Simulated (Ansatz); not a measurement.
Input of an Ansatz 0.2.0 run:

input.yaml

```yaml
crystal:
  lattice:
    - [3.249308, 0.0, 0.0]
    - [-1.624654, 2.8139832727, 0.0]
    - [0.0, 0.0, 5.205709]
  atoms:
    - { symbol: Zn, position: [0.6666666667, 0.3333333333, 0.0] }
    - { symbol: Zn, position: [0.3333333333, 0.6666666667, 0.5] }
    - { symbol: O, position: [0.3333333333, 0.6666666667, 0.87901] }
    - { symbol: O, position: [0.6666666667, 0.3333333333, 0.37901] }
hamiltonian:
  xc: revpbe
  pseudopotentials: { kind: paw }
  dispersion: d4
kpoints:
  mp_grid: { grid: [9, 9, 5] }
scf:
  occupations: { method: fermi_dirac, width: 0.05 }
output:
  forces: true
  stress: true
relax:
  f_tol: 0.01
  max_steps: 40
  cell: { stress_tol: 0.05 }
```

Potentials or basis: Ansatz PAW.

Run with:

```bash
$ ansatz run input.yaml --threads 2 --pin off --max-ram 5632MiB --backend cpu --events-out ev --progress --plain --runs-dir out
```

Problem. Estimate the relaxed cell.

Solution. a = 3.249 Å, b = 3.249 Å, c = 5.248 Å, α = 90.00°, β = 90.00°, γ = 120.00°.

Problem. What does it give for the relaxed volume?

Solution. 11.99 Å³/atom.

Problem. Predict the band gap on the k mesh.

Solution. 0.85 eV.

Step by step:
```
step  energy change (eV)  largest force (eV/Å)  volume (Å³)
   1              0.0000                0.0681        47.60
   2             -0.0010                0.0430        47.78
   3             -0.0009                0.0139        47.95
   4             -0.0009                0.0032        47.95
   5             -0.0026                0.0029        47.95
   6             -0.0025                0.0001        47.97
   7             -0.0026                0.0000        47.97
```

Caveat: odd divisions of the mesh miss points on the zone boundary, where band edges often lie, so the gap on the mesh can be too wide; the plane-wave basis is chosen anew once the cell has moved, so the energies of steps on either side of that aren't comparable; the pressure holds a Pulay correction of +0.7 GPa for the finite cutoff; the PAW data sets come from PBE, with cores solved anew for the run's functional, which leaves a small shift of forces and pressure. A k mesh can miss the band edges.
